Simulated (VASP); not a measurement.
Input of a VASP 6.6.1 run:

The input INCAR:

```
SYSTEM = MnSb4
ALGO = Normal ; EDIFF = 1E-7
ENCUT = 520 ; GGA = PE
ISIF = 2 ; ISMEAR = -1
ISPIN = 2 ; LASPH = .TRUE.
LCHARG = .FALSE. ; LMAXMIX = 4
LORBIT = 11 ; LREAL = .FALSE.
LWAVE = .FALSE. ; MAGMOM = 0 0 0 0 4
NBANDS = 28 ; NELM = 150
PREC = Accurate ; SIGMA = 0.05
```

KPOINTS

```
k-points
0
G
  9 9 2
  0 0 0
```

Contents of POSCAR:

```
MnSb4
1.0
    3.0805000000      0.0000000000      0.0000000000
    0.0000000000      3.0805000000      0.0000000000
    0.0000000000      0.0000000000     14.9942030000
Sb Mn
4 1
Direct
    0.0000000000      0.0000000000      0.8196820000
    0.0000000000      0.0000000000      0.6005510000
    0.0000000000      0.0000000000      0.3994490000
    0.0000000000      0.0000000000      0.1803180000
    0.0000000000      0.0000000000      0.0000000000
```

Potentials or basis: VASP PAW PBE potentials, release 64 (Sb, Mn_pv).

Launch:

```console
$ cat potpaw_PBE.64/Sb/POTCAR potpaw_PBE.64/Mn_pv/POTCAR > POTCAR
$ mpirun -np 1 vasp_std > vasp.out
```

Q: What does it give for the band gap on the k mesh?

A: None (metal or under the smearing width).

Q: What does it give for the largest force?

A: 0.036 eV/Å.

Q: Predict the net moment.

A: 3.97 μB per cell.

Q: Estimate the pressure.

A: -0.4 GPa.

Stress tensor (GPa, compression positive):
```
 0.07  0.00  0.00
 0.00  0.07  0.00
 0.00  0.00 -1.37
```

Caveat: a cell with one magnetic atom can't hold antiferromagnetic order, which such compounds often take. The run has no spin-orbit coupling, so splittings on Sb are missing.
